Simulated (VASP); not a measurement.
# InAs (F-43m) in VASP: a series of runs

Runs on InAs. Level: PBE. Tasks: relaxation of cell and atoms.

All numbers are computed with VASP 6.6.1; they aren't measurements. Logs are shortened: lines on timing, memory, paths and dates and some standing lists are left out, and cuts for length are marked.

**1. The structure**

Symmetry: F-43m, No. 216, cubic system. The conventional cell has a = 6.036 Å, b = 6.036 Å, c = 6.036 Å, α = 90.00°, β = 90.00°, γ = 90.00°. In (site symmetry -43m) is surrounded by 4 As at 2.61 Å. Around As (site symmetry -43m) lie 4 In at 2.61 Å.

**2. Relaxation of cell and atoms, PBE**

The input, INCAR:

```
PREC = Accurate
ENCUT = 520
EDIFF = 1E-7
ISMEAR = 0
SIGMA = 0.02
LREAL = False
LASPH = True
NELM = 60
ALGO = Fast
ISIF = 3
LWAVE = False
LCHARG = False
GGA = PE
IBRION = 2
NSW = 80
EDIFFG = -0.002
```

The input, KPOINTS:

```
regular mesh
0
Gamma
  10 10 10
```

The input, POSCAR:

```
InAs
1.0
    0.0000000000      3.0180000000      3.0180000000
    3.0180000000      0.0000000000      3.0180000000
    3.0180000000      3.0180000000      0.0000000000
In As
1 1
Direct
    0.0000000000      0.0000000000      0.0000000000
    0.2500000000      0.2500000000      0.2500000000
```

Potentials or basis: VASP PAW PBE potentials, release 64 (In, As).

Command:

```console
> cat potpaw_PBE.64/In/POTCAR potpaw_PBE.64/As/POTCAR > POTCAR
> mpirun -np 1 vasp_std > vasp.out
```

OUTCAR:

```text
PREC = Accurate
   ENCUT = 520
   EDIFF = 1E-7
   ISMEAR = 0
   LREAL = False
   LASPH = True
   NELM = 60
   ISIF = 3
   GGA = PE
   IBRION = 2
   NSW = 80
   EDIFFG = -0.002

 ion  position               nearest neighbor table
   1  0.000  0.000  0.000-   2 2.61   2 2.61   2 2.61   2 2.61
   2  0.250  0.250  0.250-   1 2.61   1 2.61   1 2.61   1 2.61

  LATTYP: Found a face centered cubic cell.
 ALAT       =     6.0360000000

  Lattice vectors:

 A1 = (   0.0000000000,   3.0180000000,   3.0180000000)
 A2 = (   3.0180000000,   0.0000000000,   3.0180000000)
 A3 = (   3.0180000000,   3.0180000000,   0.0000000000)

Analysis of symmetry for initial positions (statically):
=====================================================================
 Subroutine PRICEL returns:
 Original cell was already a primitive cell.

 Routine SETGRP: Setting up the symmetry group for a
 face centered cubic supercell.

 Subroutine GETGRP returns: Found 24 space group operations
 (whereof 24 operations were pure point group operations)
 out of a pool of 48 trial point group operations.

The static configuration has the point symmetry T_d .

Analysis of symmetry for dynamics (positions and initial velocities):
=====================================================================
 Subroutine PRICEL returns:
 Original cell was already a primitive cell.

 Routine SETGRP: Setting up the symmetry group for a
 face centered cubic supercell.

 Subroutine GETGRP returns: Found 24 space group operations
 (whereof 24 operations were pure point group operations)
 out of a pool of 48 trial point group operations.

The dynamic configuration has the point symmetry T_d .

 Subroutine INISYM returns: Found 24 space group operations
 (whereof 24 operations are pure point group operations),
 and found     1 'primitive' translations

----------------------------------------------------------------------------------------

                                     Primitive cell

  volume of cell :      54.9778

  direct lattice vectors                    reciprocal lattice vectors
     0.000000000  3.018000000  3.018000000    -0.165672631  0.165672631  0.165672631
     3.018000000  0.000000000  3.018000000     0.165672631 -0.165672631  0.165672631
     3.018000000  3.018000000  0.000000000     0.165672631  0.165672631 -0.165672631

  length of vectors
     4.268096531  4.268096531  4.268096531     0.286953414  0.286953414  0.286953414

  position of ions in fractional coordinates (direct lattice)
     0.000000000  0.000000000  0.000000000
     0.250000000  0.250000000  0.250000000

  ion indices of the primitive-cell ions
   primitive index   ion index
                 1           1
                 2           2

----------------------------------------------------------------------------------------

 KPOINTS: regular mesh

Automatic generation of k-mesh.
 Grid dimensions read from file:
 generate k-points for:   10   10   10

 Generating k-lattice:

  Cartesian coordinates                     Fractional coordinates (reciprocal lattice)
    -0.016567263  0.016567263  0.016567263     0.100000000  0.000000000  0.000000000
     0.016567263 -0.016567263  0.016567263     0.000000000  0.100000000  0.000000000
     0.016567263  0.016567263 -0.016567263     0.000000000  0.000000000  0.100000000

  Length of vectors
     0.028695341  0.028695341  0.028695341

  Shift w.r.t. Gamma in fractional coordinates (k-lattice)
     0.000000000  0.000000000  0.000000000

 Subroutine IBZKPT returns following result:
 ===========================================

 Found     47 irreducible k-points:

 Following reciprocal coordinates:
            Coordinates               Weight
  0.000000  0.000000  0.000000      1.000000
  0.100000  0.000000  0.000000      8.000000
  0.200000  0.000000  0.000000      8.000000
  0.300000  0.000000  0.000000      8.000000
  0.400000  0.000000  0.000000      8.000000
  0.500000  0.000000  0.000000      4.000000
[... 16 lines left out ...]
  0.300000  0.300000  0.000000      6.000000
  0.400000  0.300000  0.000000     24.000000
 [... further k-points ...]
   k-points           NKPTS =     47   k-points in BZ     NKDIM =     47   number of bands    NBANDS=      8
   number of dos      NEDOS =    301   number of ions     NIONS =      2
   total plane-waves  NPLWV =  32768
   dimension x,y,z NGX =    32 NGY =   32 NGZ =   32
   dimension x,y,z NGXF=    64 NGYF=   64 NGZF=   64
   ions per type =               1   1
   NGX,Y,Z   is equivalent  to a cutoff of  12.46, 12.46, 12.46 a.u.
   NGXF,Y,Z  is equivalent  to a cutoff of  24.93, 24.93, 24.93 a.u.
 SYSTEM =  unknown system
   PREC   = accura    normal or accurate (medium, high low for compatibility)
   ISTART =      0    job   : 0-new  1-cont  2-samecut
   ICHARG =      2    charge: 1-file 2-atom 10-const
   ISPIN  =      1    spin polarized calculation?
   LNONCOLLINEAR =      F non collinear calculations
   LSORBIT =      F    spin-orbit coupling
   LASPH  =      T    aspherical Exc in radial PAW
   ENCUT  =  520.0 eV  38.22 Ry    6.18 a.u.   7.94  7.94  7.94*2*pi/ulx,y,z
   NELM   =     60;   NELMIN=  2; NELMDL= -5     # of ELM steps
   EDIFF  = 0.1E-06   stopping-criterion for ELM
   LREAL  =      F    real-space projection
   EDIFFG = -.2E-02   stopping-criterion for IOM
   NSW    =     80    number of steps for IOM
   IBRION =      2    ionic relax: 0-MD 1-quasi-New 2-CG
   NFREE  =      1    steps in history (QN), initial steepest desc. (CG)
   ISIF   =      3    stress and relaxation
   ISYM   =      2    0-nonsym 1-usesym 2-fastsym
   POTIM  = 0.5000    time-step for ionic-motion
   TEBEG  =    0.0;   TEEND  =   0.0 temperature during run
   PSTRESS=    0.0 pullay stress
   NELECT =       8.0000    total number of electrons
   NUPDOWN=      -1.0000    fix difference up-down
   EMIN   =  10.00;   EMAX   =-10.00  energy-range for DOS
   EFERMI =   0.00;   METHOD = LEGACY
   ISMEAR =     0;   SIGMA  =   0.02  broadening in eV -4-tet -1-fermi 0-gaus
   EFERMI_NEDOS =   21; number of points for ismear=-14 and -15
   IALGO  =     68    algorithm
   IMIX   =      4    mixing-type and parameters
     AMIX     =   0.40;   BMIX     =  1.00
     AMIX_MAG =   1.60;   BMIX_MAG =  1.00
  volume/ion in A,a.u.               =      27.49       185.50
  Fermi-wavevector in a.u.,A,eV,Ry     =   0.861078  1.627201 10.088101  0.741455
  Thomas-Fermi vector in A             =   1.978678
   LORBIT       =      0    0 simple, 1 ext, 2 COOP (PROOUT), +10 PAW based schemes
   GGA     = PE    functional components
   LHFCALC =     F    Hartree Fock is set to
   AEXX    =    0.0000 exact exchange contribution
   IVDW    =     0    specifies the selected vdW correction
   LEPSILON=     F    determine dielectric tensor
   LRPA    =     F    only Hartree local field effects (RPA)
 conjugate gradient relaxation of ions
 non-spin polarized calculation
 RMM-DIIS sequential band-by-band and
 Gauss-broadening in eV      SIGMA  =   0.02
  energy-cutoff  :      520.00
  volume of cell :       54.98
 maximum number of plane-waves:      1494
   NGX = 15   NGY = 15   NGZ = 15

--------------------------------------- Ionic step        1  -------------------------------------------

 number of electron       8.0000000 magnetization

 Free energy of the ion-electron system (eV)
  ---------------------------------------------------
  ext. energy  EPLUGINS =         0.00000000
  ---------------------------------------------------
  free energy    TOTEN  =        -7.62396506 eV

  energy without entropy =       -7.62393420  energy(sigma->0) =       -7.62394963

------------------------ aborting loop because EDIFF is reached ----------------------------------------

  FORCE on cell =-STRESS in cart. coord.  units (eV):
  Direction    XX          YY          ZZ          XY          YZ          ZX
  --------------------------------------------------------------------------------------
  -------------------------------------------------------------------------------------
  Total        1.7924815      1.7924815      1.7924815     -0.0000000      0.0000000      0.0000000
  in kB       52.2369210     52.2369210     52.2369210     -0.0000000      0.0000000      0.0000000
  external PRESSURE =      52.2369210 kB  Pullay stress =       0.0000000 kB

 VOLUME and BASIS-vectors are now :
 -----------------------------------------------------------------------------
  energy-cutoff  :      520.00
  volume of cell :       54.98
      direct lattice vectors                 reciprocal lattice vectors
     0.000000000  3.018000000  3.018000000    -0.165672631  0.165672631  0.165672631
     3.018000000  0.000000000  3.018000000     0.165672631 -0.165672631  0.165672631
     3.018000000  3.018000000  0.000000000     0.165672631  0.165672631 -0.165672631
[... 145 lines left out ...]
 POSITION                                       TOTAL-FORCE (eV/Angst)
 -----------------------------------------------------------------------------------
      0.00000      3.10514      3.10514        -0.000000     -0.000000     -0.000000
      1.55257      1.55257      1.55257         0.000000      0.000000      0.000000
 -----------------------------------------------------------------------------------
    total drift:                               -0.000000     -0.000000     -0.000000

  FREE ENERGIE OF THE ION-ELECTRON SYSTEM (eV)
  ---------------------------------------------------
  free  energy   TOTEN  =        -7.6976304329 eV

  energy  without entropy=       -7.6975995804  energy(sigma->0) =       -7.69761501

--------------------------------------- Ionic step        6  -------------------------------------------

 number of electron       8.0000000 magnetization

 Free energy of the ion-electron system (eV)
  ---------------------------------------------------
  ext. energy  EPLUGINS =         0.00000000
  ---------------------------------------------------
  free energy    TOTEN  =        -7.69763079 eV

  energy without entropy =       -7.69759994  energy(sigma->0) =       -7.69761536

 E-fermi :   2.6332     XC(G=0):  -8.5344

 val. band max:        2.6271454713   @ k =   0.0000   0.0000   0.0000
 cond. band min:       3.3657821672   @ k =   0.1000   0.0000   0.0000
 fundamental gap:      0.7386366959
 Fermi energy:         2.6332366958

 k-point     1 :       0.0000    0.0000    0.0000
  band No.  band energies     occupation
      1      -8.7306      2.00000
      2       2.0699      2.00000
      3       2.6271      1.33334
      4       2.6271      1.33333
      5       2.6271      1.33332
      6       6.5244      0.00000
      7       6.5244      0.00000
      8       6.5244      0.00000

 k-point     2 :       0.1000    0.0000    0.0000
  band No.  band energies     occupation
      1      -8.6518      2.00000
      2       1.0221      2.00000
      3       2.5158      2.00000
      4       2.5158      2.00000
      5       3.3658      0.00000
      6       6.5528      0.00000
      7       6.6939      0.00000
      8       6.6939      0.00000
[... 221 lines left out ...]
 k-point    23 :       0.3000    0.3000    0.0000
  band No.  band energies     occupation
      1      -7.8788      2.00000
      2      -1.5776      2.00000
      3       1.0960      2.00000
      4       1.0960      2.00000
      5       4.7037      0.00000
      6       5.2175      0.00000
      7       9.3111      0.00000
      8       9.3111      0.00000

 k-point    24 :       0.4000    0.3000    0.0000
  band No.  band energies     occupation
      1      -7.6153      2.00000
      2      -2.1328      2.00000
      3       0.6813      2.00000
      4       0.9193      2.00000
      5       4.7371      0.00000
      6       5.3321      0.00000
      7       9.0207      0.00000
      8       9.7076      0.00000

 [... further k-points ...]

------------------------ aborting loop because EDIFF is reached ----------------------------------------

  FORCE on cell =-STRESS in cart. coord.  units (eV):
  Direction    XX          YY          ZZ          XY          YZ          ZX
  --------------------------------------------------------------------------------------
  -------------------------------------------------------------------------------------
  Total        0.0015640      0.0015640      0.0015640     -0.0000000      0.0000000      0.0000000
  in kB        0.0418370      0.0418370      0.0418370     -0.0000000      0.0000000      0.0000000
  external PRESSURE =       0.0418370 kB  Pullay stress =       0.0000000 kB

 VOLUME and BASIS-vectors are now :
 -----------------------------------------------------------------------------
  energy-cutoff  :      520.00
  volume of cell :       59.89
      direct lattice vectors                 reciprocal lattice vectors
     0.000000000  3.105411015  3.105411015    -0.161009283  0.161009283  0.161009283
     3.105411015  0.000000000  3.105411015     0.161009283 -0.161009283  0.161009283
     3.105411015  3.105411015 -0.000000000     0.161009283  0.161009283 -0.161009283

 POSITION                                       TOTAL-FORCE (eV/Angst)
 -----------------------------------------------------------------------------------
      6.21082      3.10541      3.10541         0.000000      0.000000      0.000000
      1.55271      1.55271      1.55271        -0.000000     -0.000000     -0.000000
 -----------------------------------------------------------------------------------
    total drift:                               -0.000000     -0.000000     -0.000000

  FREE ENERGIE OF THE ION-ELECTRON SYSTEM (eV)
  ---------------------------------------------------
  free  energy   TOTEN  =        -7.6976307892 eV

  energy  without entropy=       -7.6975999367  energy(sigma->0) =       -7.69761536

 reached required accuracy - stopping structural energy minimisation
```

Run time: 47 s. Hardware: 1 thread of AMD EPYC 9R45 (Zen 5), shared host; peak memory 0.17 GiB.

Results:

```yaml
Free_energy: -7.6976 eV
Relaxed_volume: 29.95 Å³/atom
Relaxed_cell: a = 4.392 Å, b = 4.392 Å, c = 4.392 Å, α = 60.00°, β = 60.00°, γ = 60.00°
Space_group_after_relaxing_to_0.05_Å: F-43m (No. 216)
Energy_gained_by_relaxing: 36.8 meV/atom
Ionic_steps: 6
Pressure_after_relaxing: 0.0 GPa
Band_gap_on_the_k_mesh: none (metal or under the smearing width)
```

Step by step:
```csv
step,energy change (eV),largest force (eV/Å),pressure (GPa),volume (Å³)
1,0.0000,0.0000,5.22,54.98
2,-0.0584,0.0000,-1.85,62.42
3,-0.0737,0.0000,0.02,59.88
4,-0.0736,0.0000,-0.07,59.98
5,-0.0737,0.0000,0.02,59.88
6,-0.0737,0.0000,0.00,59.89
```

Final structure:
```
CELL_PARAMETERS angstrom
0.00000 3.10541 3.10541
3.10541 0.00000 3.10541
3.10541 3.10541 0.00000
ATOMIC_POSITIONS crystal
In 0.00000 0.00000 0.00000
As 0.25000 0.25000 0.25000
```

Levels at points of the mesh, in eV from the Fermi level:
```
           k point  band 2  band 3  band 4  band 5  band 6  band 7
(0.00, 0.00, 0.00)   -0.56   -0.01   -0.01   -0.01    3.89    3.89
(0.50, 0.00, 0.00)   -5.36   -0.88   -0.88    0.81    4.64    4.64
(0.50, 0.50, 0.00)   -5.49   -2.06   -2.06    1.68    2.06    8.68
```

Caveat: this crystal is a semiconductor, whose small gap the functional closes, so the metal is an error of the method. PBE usually gives volumes a little too large and moduli too small.

**3. Relaxation of cell and atoms, PBE**

This run uses another cell than the first one, of 29.95 Å³/atom, 1.089 times its volume.

INCAR is that of step 2.

KPOINTS is that of step 2.

The input, POSCAR:

```
InAs                                    
1.0
    0.0000000000      3.1054110152      3.1054110152
    3.1054110152      0.0000000000      3.1054110152
    3.1054110152      3.1054110152     -0.0000000000
  In              As            
     1     1
Direct
     0.0000000000000000    1.0000000000000000    1.0000000000000000
     0.2500000000000000    0.2500000000000000    0.2500000000000000
```

Potentials or basis: VASP PAW PBE potentials, release 64 (In, As).

Command:

```console
> cat potpaw_PBE.64/In/POTCAR potpaw_PBE.64/As/POTCAR > POTCAR
> mpirun -np 1 vasp_std > vasp.out
```

Run time: 20 s. Hardware: 1 thread of AMD EPYC 9R45 (Zen 5), shared host; peak memory 0.2 GiB.

The run converged. Its results:

| Item | Value |
| --- | --- |
| Free energy | -7.6977 eV |
| Pressure after relaxing | 0.0 GPa |
| Band gap on the k mesh | none (metal or under the smearing width) |

Final structure:
```
In As
1.0
     0.00000    3.10541    3.10541
     3.10541    0.00000    3.10541
     3.10541    3.10541    0.00000
In As
1 1
Direct
  0.00000 0.00000 0.00000
  0.25000 0.25000 0.25000
```

Levels at points of the mesh, in eV from the Fermi level:
```
           k point  band 1  band 2  band 3  band 4  band 5  band 6  band 7  band 8
(0.00, 0.00, 0.00)  -11.36   -0.56   -0.01   -0.01   -0.01    3.89    3.89    3.89
(0.50, 0.00, 0.00)  -10.27   -5.36   -0.88   -0.88    0.81    4.64    4.64    6.72
(0.50, 0.50, 0.00)   -9.84   -5.49   -2.06   -2.06    1.68    2.06    8.68    8.73
```

Caveat: the relaxation stopped at its first step, so nothing moved; this crystal is a semiconductor, whose small gap the functional closes, so the metal is an error of the method.
